## Why does squeezing PbSe first make it harder to shear, and then easier?

I am looking at an energy map of rocksalt PbSe, computed with LDA and a dispersion correction. The first strain is a shear in the xy plane, which changes the angle between x and y. The second strain stretches or compresses x and y equally, while z stays fixed.

Rocksalt PbSe (two-atom cell) in Ansatz 0.2.0: scalar-relativistic LDA+D3(BJ), PAW, 420 eV plane-wave cutoff, 10×10×10 k mesh, Gaussian smearing of 0.03 eV, no spin polarisation. The first strain is engineering shear xy, the second an equal normal strain along x and y; symmetry fixes the fractional coordinates. Free energies are relative to the relaxed crystal.

```
second strain  free energy change at first strain 0 (meV an atom)  free energy change at first strain 0.055 (meV an atom)  free energy change at first strain 0.11 (meV an atom)  free energy change at first strain 0.165 (meV an atom)  free energy change at first strain 0.22 (meV an atom)
      -0.1100                                               553.0                                                   553.0                                                  558.7                                                   570.1                                                  593.2
      -0.0825                                               281.7                                                   285.0                                                  295.1                                                   315.7                                                  340.9
      -0.0550                                               112.4                                                   117.3                                                  129.9                                                   151.3                                                  182.8
      -0.0275                                                25.1                                                    29.8                                                   43.5                                                    65.3                                                   95.8
       0.0000                                                 0.0                                                     4.1                                                   16.9                                                    38.4                                                   68.0
       0.0275                                                20.6                                                    24.3                                                   35.9                                                    55.8                                                   83.8
       0.0550                                                74.4                                                    78.0                                                   88.4                                                   106.2                                                  131.6
       0.0825                                               150.4                                                   153.6                                                  163.0                                                   178.9                                                  201.4
       0.1100                                               227.6                                                   230.4                                                  238.7                                                   252.5                                                  272.1
```

Three things puzzle me. Shear seems very cheap beside the second strain. I also expected a compressed crystal to resist shear more, but the extra energy for shear 0.22 is 68.0 meV an atom at rest, a little more under slight compression, and less again under strong compression. And in the row at −0.11, the first step of shear costs nothing at all. Has the crystal lost its stiffness there?

## Answer

**Shear turns the bonds, whereas the second strain changes their length.** In rocksalt the Pb–Se bonds run along x, y and z. Equal strain of x and y therefore acts directly on the length of four of the six bonds around each atom. The xy shear tilts these four bonds towards or away from one another. At rest, a shear of 0.22 changes their angles by about 12.6° but lengthens them by only 0.6%.

The two distortions can be compared fairly, because an engineering shear of 0.22 means a tensor component of 0.11. It is thus as large a deformation as a second strain of 0.11. The shear costs 68.0 meV an atom, the equal stretch 227.6 and the equal compression 553.0. Compression is dearest because the closed electron shells of neighbouring atoms repel each other ever more steeply as they approach. Under tension the bonds weaken instead, and the energy rises more gently.

**The lengthening is small, but it matters once the crystal is strained.** Call the first strain g and the second strain s. In units of its length at rest, an in-plane bond has the length

√[(1 + s)² + (g/2)²].

Shear enters as a square, so either sign of shear lengthens the bonds by the same amount. At s = 0 this hardly affects the energy, since the bonds are already at their preferred length. In a compressed crystal the same lengthening releases energy, and in a stretched crystal it costs energy.

This suggests a simple way to divide the cost of shear. Compare the sheared crystal with an unsheared one whose in-plane bonds are equally long. The energy between the two is the price of bending the angles at unchanged bond lengths. The rest of the cost comes from the change of length, and it follows from the slope of the unsheared energy with the second strain.

**Take the row at −0.0825 and shear 0.22 as a worked case.**

1. Before shear, the in-plane bonds have 0.9175 of their length at rest. The formula gives 0.9241 after shear, a lengthening of 0.0066.
2. The computed slope of the unsheared energy is −78.9 meV an atom for each 0.01 of second strain. The lengthening therefore releases about 0.66 × 78.9 ≈ 52 meV an atom.
3. The table gives a total shear cost of 340.9 − 281.7 = 59.2 meV an atom. Bending must then cost about 59 + 52 = 111 meV an atom.

At rest, bending costs only about 68 meV an atom. So your expectation was right for the bending itself: compression does make the angles stiffer. The total hides this, because the compressed bonds gain energy from the extra length that shear gives them.

**Why bending becomes dearer under compression** is an argument from bonding theory, which the energies support but do not isolate. Shear shortens one diagonal of the square formed by Pb and Se atoms in the plane, and it lengthens the other. Atoms of the same kind sit at the two ends of each diagonal. Their repulsion rises steeply at short distance, so the short diagonal costs more than the long one returns. In the worked case the short diagonal measures only 3.40 Å, against 3.75 Å when the same shear starts from rest. Bending also spoils the head-on overlap of the p orbitals of Pb and Se, and this loss weighs more when the bonds are short.

**The maximum comes from the different pace of the two effects.** With the first step of compression from rest, bending becomes dearer by about 15 meV an atom, while the lengthening releases about 12. The total therefore rises slightly. With each further step the release grows faster than the price of bending, because the repulsion between Pb and Se keeps getting steeper. The total first levels off and then falls.

On the stretched side the lengthening costs energy, but bending becomes cheaper even faster. At +0.11, bending costs about 29 meV an atom and lengthening about 16, which together give the 44.5 in the table. Shear therefore becomes easier in both directions away from slight compression, for two different reasons.

The division adds up by construction, so the sum is no test of it. What could have gone wrong is the course of the bending part, and for shear 0.22 this falls in every row as the plane expands. For smaller shears it stops rising at the compressed end: at shear 0.11 bending costs about 26 meV an atom both at −0.0825 and at −0.11. At shear 0.055 it even falls between these two rows, from about 7 to 5, which does not fit the explanation, although the energies and slopes at −0.11 disagree by nearly as much. The lengthening part is a first-order estimate, and the largest term it leaves out is 3 to 4 meV an atom. The output below gives both parts for all rows.

**The row at −0.11 is where the two effects nearly cancel.** For a shear of 0.11 the lengthening is about a quarter of that for 0.22, so it releases about 81/4 ≈ 20 meV an atom. The total cost in the table is 558.7 − 553.0 = 5.7 meV an atom, which leaves about 26 for bending. What you see in this row is a small difference between two much larger amounts.

This explains why the cost grows so fast along the row. An ordinary elastic energy becomes four times as large when the shear doubles, and the rows from −0.055 upwards keep close to that. At −0.11 the factor is about seven. Bending itself rises only somewhat faster than the square of the shear. The short diagonal, which shrinks to 3.29 Å, may be the reason, but the computed slopes with shear are ragged in this row, and a few meV of the excess belong to the term the division leaves out. Once most of the quadratic part has been cancelled, this modest excess dominates what remains.

The cancellation also makes the row sensitive to small irregularities in the calculation. The two equal values of 553.0 suggest no resistance to the first step of shear. Yet the computed slope of the energy with shear, taken at 0.055, is positive and implies a cost of about 1.3 meV an atom. The slopes with the second strain point the other way: followed from the row at −0.0825, they give a cost slightly below zero. The crystal is very soft here, and this grid cannot tell whether a small stiffness remains or the minimum has moved slightly off zero shear. Even if the unsheared energy is too high by 1.3 meV an atom, the factor of about seven shrinks only to about six, which is still well above four.

I can only guess at the source of that discrepancy. The band gap closes on part of the map, but in this row it is zero at every shear, so no gap closes between shear 0 and 0.055. It remains possible that the k mesh samples the partly filled bands too coarsely. The dispersion correction is another suspect: its coefficients depend on how closely each atom is surrounded, and the makers of the data warn, from tests on other systems, that they can switch within such a map. These runs record neither the coefficients nor a separate dispersion energy, so they cannot show whether that happens here. The calculation leaves out spin–orbit coupling, which changes the gap of PbSe strongly, so the place where the gap closes is itself unreliable. Energies and slopes also disagree at the stretched end. Between 0.0825 and 0.11 the slopes of 29.6 and 29.08 imply a step of about 80.7 meV an atom, while the energies give 77.2. That offset is nearly the same at every shear, so it largely drops out of the shear costs. A rapid change in the dispersion energy between the two rows could cause it, but that is untested. The mismatches in the compressed rows change sign from one shear to the next, which would be easier to explain by coarse k sampling. Separate energies with and without the dispersion term, on a finer grid of both strains, would test the one suspect, and a denser k mesh would test the other.

**For a real sample, the middle of the table is the safer guide.** The computed crystal at rest is already smaller than the real one, by roughly one step of the table in length, so the strain at which shear is hardest should not be carried over exactly. Each atom sits on a centre of symmetry in the small cell, so relaxing the atoms within that cell would change nothing. A larger or less symmetric cell could still find a lower energy, particularly under tension, which favours off-centre atoms in lead chalcogenides. Under strong compression, real PbSe would leave the rocksalt structure well before the row at −0.11. The fixed z direction matters too: a film that is free to change its thickness would pay less for the same strain in its plane.

**To carry the reasoning to another crystal, first look at where its bonds point.** In zinc blende they run along the body diagonals of the cube. An xy shear then lengthens half of them and shortens the other half in direct proportion to the shear, although the atoms can shift inside the cell and relieve part of this. The cheapness of xy shear seen here, which needs bonds lying along the axes, is lost there. Such bonds are not enough on their own: in rocksalt MgO or LiF bending is stiff, and xy shear costs nearly as much as an equal in-plane strain. In another rocksalt crystal, ask how quickly bending stiffens under compression and how steeply the bonds repel. Shear is hardest where the two changes balance.

Printed output of the fit:

```
Biaxial strain without shear:
      row  in-plane Pb-Se (A)  step from row above (meV/atom)  slope (meV/atom per 0.01 strain)
    -0.11               2.653                             n/a                            -120.2
  -0.0825               2.735                          -271.3                            -78.91
   -0.055               2.817                          -169.3                            -45.39
  -0.0275               2.899                           -87.3                            -19.34
      0.0               2.981                           -25.1                             0.115
   0.0275               3.063                            20.6                             14.15
    0.055               3.145                            53.8                             24.34
   0.0825               3.227                              76                              29.6
     0.11               3.309                            77.2                             29.08
Cost of shear at fixed second strain (meV/atom):
      row  shear 0.055  shear 0.11  shear 0.165  shear 0.22  ratio 0.22 to 0.11
    -0.11            0         5.7         17.1        40.2               7.053
  -0.0825          3.3        13.4           34        59.2               4.418
   -0.055          4.9        17.5         38.9        70.4               4.023
  -0.0275          4.7        18.4         40.2        70.7               3.842
      0.0          4.1        16.9         38.4          68               4.024
   0.0275          3.7        15.3         35.2        63.2               4.131
    0.055          3.6          14         31.8        57.2               4.086
   0.0825          3.2        12.6         28.5          51               4.048
     0.11          2.8        11.1         24.9        44.5               4.009
Shear 0.22 split at equal bond lengths:
      row  short like-atom diagonal (A)  bond lengthening (meV/atom)  bending (meV/atom)
    -0.11                         3.288                        -81.4               121.6
  -0.0825                         3.404                       -51.85               111.1
   -0.055                          3.52                       -28.96               99.36
  -0.0275                         3.636                       -11.99               82.69
      0.0                         3.752                      0.06937               67.93
   0.0275                         3.868                        8.309               54.89
    0.055                         3.984                        13.92               43.28
   0.0825                           4.1                         16.5                34.5
     0.11                         4.216                        15.81               28.69
Biaxial compression 0.11 over tension 0.11 (ratio): 2.43
Biaxial compression 0.11 over shear 0.22 at rest (ratio): 8.132
Biaxial tension 0.11 over shear 0.22 at rest (ratio): 3.347
Bond lengthening by shear 0.22 at rest (percent): 0.6032
Change of in-plane bond angle by shear 0.22 at rest (degrees): 12.55
Largest second-order term left out of the split (meV/atom): 3.442
First shear step at second strain -0.11 implied by the slopes (meV/atom): 1.347
```
